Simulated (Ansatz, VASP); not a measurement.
# Two plane-wave programs on AgO

INCAR

```
ALGO     = Normal         # electronic algorithm
EDIFF    = 1E-6           # SCF threshold, eV
ENCUT    = 520            # plane-wave cutoff, eV
GGA      = PS             # functional
ISIF     = 2              # what is computed and relaxed
ISMEAR   = 0              # smearing method
LASPH    = True           # aspherical terms in the spheres
LCHARG   = False          # write CHGCAR
LREAL    = False          # projectors in reciprocal space
LWAVE    = False          # write WAVECAR
NBANDS   = 16             # bands
NELM     = 100            # most SCF steps
PREC     = Accurate       # precision mode
SIGMA    = 0.15           # smearing width, eV
```

Contents of KPOINTS:

```
k-points
0
Gamma
  20 20 20
```

The input POSCAR:

```
AgO
1.0
    0.0000000000      2.1034677544      2.4746679463
    2.1034677544      0.0000000000      2.4746679463
    2.1034677544      2.1034677544      0.0000000000
Ag O
1 1
Direct
    0.0000000000      0.0000000000      0.0000000000
    0.7500000000      0.7500000000      0.7500000000
```

Input for Ansatz:

```yaml
crystal:
  lattice:
    - [0.0, 2.1034677544, 2.4746679463]
    - [2.1034677544, 0.0, 2.4746679463]
    - [2.1034677544, 2.1034677544, 0.0]
  atoms:
    - { symbol: Ag, position: [0.0, 0.0, 0.0] }
    - { symbol: O, position: [0.75, 0.75, 0.75] }
basis:
  ecutwfc: 420
kpoints:
  mp_grid: { grid: [20, 20, 20] }
hamiltonian:
  xc: pbesol
scf:
  occupations: { method: gaussian, width: 0.15 }
output:
  forces: true
  stress: true
  eigenvalues: true
```

Change from the starting cell: strain -0.1500 x Voigt [1, 1, 0, 0, 0, 0], atoms carried along.

Alike in both runs: task single point; functional PBEsol; k mesh 20 × 20 × 20; occupations gaussian, width 0.15 eV; no spin polarisation.

|  | VASP | Ansatz |
| --- | --- | --- |
| version | VASP 6.6.1 | Ansatz 0.2.0 |
| potentials or method | VASP PAW PBE potentials, release 64 (Ag, O) | scalar-relativistic, plane waves, PAW |
| plane-wave cutoff (eV) | 520 | 420 |
| valence electrons in the cell | 17 | 25 |

|  | VASP | Ansatz | Ansatz less VASP |
| --- | --- | --- | --- |
| gap on the k mesh at the Fermi level (eV) | none | none | - |
| pressure (GPa) | 73.4 | 73.8 | +0.38 |
| largest component of the traceless stress (GPa) | 15.40 | 15.41 | +0.006 |

A gap of «none» marks a metal or a gap that the smearing closes. The two sets of potentials don't hold the same shells in valence.

Caveats: the cell as given lies far from equilibrium; so large a pressure means that the cell lies far from this level's equilibrium, or that cutoff or potentials fall short (VASP); the potentials were made for another functional, which shifts forces and pressure (VASP); an odd number of electrons without spin polarisation forces a metal; a magnetic or distorted state may lie lower.
